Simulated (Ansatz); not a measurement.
# NaI: band gap under strain

How does strain move the band edges of NaI built on the rocksalt prototype, and do the functionals agree on it? States: -6.0 % shear in the xy plane; +4.1 % strain along z alone; +6.0 % biaxial strain in x and y, z held.

The runs shown are made with Ansatz 0.2.0. PAW datasets, plane waves. Calculated at 0 K for a non-magnetic cell.

## (1) The system as given

The unstrained cell was relaxed with r2SCAN; in each strained cell the atoms were relaxed again with r2SCAN. Names of k-points are those of the unstrained zone, where strain can split equivalent points. First state: -6.0 % shear in the xy plane.

Space group Immm (No. 71), orthorhombic; conventional cell a = 4.431 Å, b = 4.704 Å, c = 6.459 Å, 33.66 Å³ an atom. Na has 6 I at 3.23 Å; I has 6 Na at 3.23 Å.

Structure file:

```
CELL_PARAMETERS angstrom
-0.09641 3.22972 3.22972
3.22972 -0.09641 3.22972
3.13331 3.13331 0.00000
ATOMIC_POSITIONS crystal
Na 0.00000 0.00000 0.00000
I 0.50000 0.50000 0.50000
```

## (2) -6.0 % shear in the xy plane: PBE

The input, input.yaml:

```yaml
crystal:
  lattice:
    - [-0.0964071586, 3.2297205553, 3.2297205553]
    - [3.2297205553, -0.0964071586, 3.2297205553]
    - [3.1333133967, 3.1333133967, 0.0]
  atoms:
    - { symbol: Na, position: [0.0, 0.0, 0.0] }
    - { symbol: I, position: [0.5, 0.5, 0.5] }
kpoints:
  mp_grid: { grid: [8, 8, 8] }
  band_path:
    path:
      - [0.0, 0.0, 0.0]
      - [0.5, 0.0, 0.5]
      - [0.625, 0.25, 0.625]
      - [0.375, 0.375, 0.75]
      - [0.5, 0.5, 0.5]
      - [0.5, 0.25, 0.75]
    npoints: 1
hamiltonian:
  xc: pbe
scf:
  occupations: { method: fermi_dirac, width: 0.02 }
  n_extra_bands: 4
output:
  forces: true
  stress: true
  eigenvalues: true
```

On the command line:

```console
$ ansatz run input.yaml --threads 4 --pin off --max-ram 3686MiB --backend cpu --events-out ev --progress --plain --runs-dir out
```

After this run come: -6.0 % shear in the xy plane: r2SCAN; -6.0 % shear in the xy plane: HSE06; +4.1 % strain along z alone: PBE; +4.1 % strain along z alone: r2SCAN; +4.1 % strain along z alone: HSE06; +6.0 % biaxial strain in x and y, z held: PBE; +6.0 % biaxial strain in x and y, z held: r2SCAN; +6.0 % biaxial strain in x and y, z held: HSE06.

Q: Predict the outcome of this session.

As calculated:

Least gap in eV (negative: overlap):

```
                                   state   PBE  r2SCAN  HSE06
            -6.0 % shear in the xy plane  3.51    4.29   4.53
             +4.1 % strain along z alone  3.53    4.30   4.55
+6.0 % biaxial strain in x and y, z held  3.36    4.10   4.37
```

Where both were run, the HSE06 gap lies +1.00 to +1.02 eV from PBE's, each on its own k points. In PBE the gap is least under +6.0 % biaxial strain in x and y, z held (3.36 eV) and largest under +4.1 % strain along z alone (3.53 eV). Spin-orbit coupling is left out of the table, though the cell holds I (Z = 53); in an element this heavy it can shift bands and gaps by tenths of an eV.
